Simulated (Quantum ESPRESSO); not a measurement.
A run of Quantum ESPRESSO 7.5 is set up as follows.

Contents of pw.in:

```
&CONTROL
  calculation = 'scf'
  prefix = 'pwscf'
  outdir = './tmp'
  pseudo_dir = './pseudo'
  tprnfor = .true.
  tstress = .true.
  disk_io = 'nowf'
/
&SYSTEM
  ibrav = 0
  nat = 2
  ntyp = 2
  ecutwfc = 65
  ecutrho = 780
  nbnd = 20
  occupations = 'smearing'
  smearing = 'fd'
  degauss = 0.00367493
  nspin = 2
  starting_magnetization(1) = 0.2667
  starting_magnetization(2) = 0
/
&ELECTRONS
  conv_thr = 4d-10
  electron_maxstep = 120
  mixing_beta = 0.3
/
ATOMIC_SPECIES
Mn    54.9380 mn_pbe_v1.5.uspp.F.UPF
O     15.9990 O.pbe-n-kjpaw_psl.0.1.UPF
CELL_PARAMETERS angstrom
   2.6723886600    0.0000000000    0.0000000000
   0.0000000000    2.6723886600    0.0000000000
   0.0000000000    0.0000000000    2.6723886600
ATOMIC_POSITIONS crystal
Mn     0.0123160000    0.0026230000   -0.0035030000
O      0.4844890000    0.5021670000    0.5003480000
K_POINTS automatic
10 10 10 0 0 0
```

Potentials or basis: SSSP 1.3 efficiency PBE.

The run is started by

```bash
$ OMP_NUM_THREADS=1 pw.x -in pw.in > pw.out
```

Predict the site moments.

Mn +3.71; O +0.15 μB.

What does it give for the band gap on the k mesh?

None (metal or under the smearing width).

Stress tensor (GPa, compression positive):
```
 6.88  0.00 -0.04
 0.00  7.03  0.00
-0.04  0.00  7.03
```

Caveat: a cell with one magnetic atom can't hold antiferromagnetic order, which such compounds often take; semilocal functionals often make such compounds metallic where correlation or magnetic order opens a gap, which also shifts bond lengths.
